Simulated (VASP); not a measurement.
Input of a VASP 6.6.1 run:

INCAR

```
PREC = Accurate ; ENCUT = 520
EDIFF = 1E-6 ; ISMEAR = 1
SIGMA = 0.1 ; LREAL = False
LASPH = True ; NELM = 60
ALGO = Normal ; ISIF = 2
LWAVE = False ; LCHARG = True
LVHAR = True ; NBANDS = 54
KPAR = 2
```

Contents of KPOINTS:

```
regular mesh
0
Gamma
  17 17 4
```

POSCAR

```
Sc                                      
1.0
    3.2219523100      0.0000000000      0.0000000000
   -1.6109761500      2.7902925800      0.0000000000
    0.0000000000      0.0000000000     19.9757153259
  Sc            
     8
Direct
     0.0000000000000000    0.0000000000000000    0.0000000000000000
     0.3333330000000032    0.6666669999999968    0.1250000000000000
     0.0000000000000000    0.0000000000000000    0.2500000000000000
     0.3333330000000032    0.6666669999999968    0.3750000000000000
     0.0000000000000000    0.0000000000000000    0.5000000000000000
     0.3333330000000032    0.6666669999999968    0.6250000000000000
     0.0000000000000000    0.0000000000000000    0.7500000000000000
     0.3333330000000032    0.6666669999999968    0.8750000000000000
```

Potentials or basis: VASP PAW LDA potentials, release 64 (Sc_sv).

Run with:

```sh
$ cat potpaw_LDA.64/Sc_sv/POTCAR > POTCAR
$ mpirun -np 2 vasp_std > vasp.out
```

(1) Predict the pressure.

(2) Predict the band gap on the k mesh.

Answers

(1) 0.3 GPa.

(2) none (metal or under the smearing width).
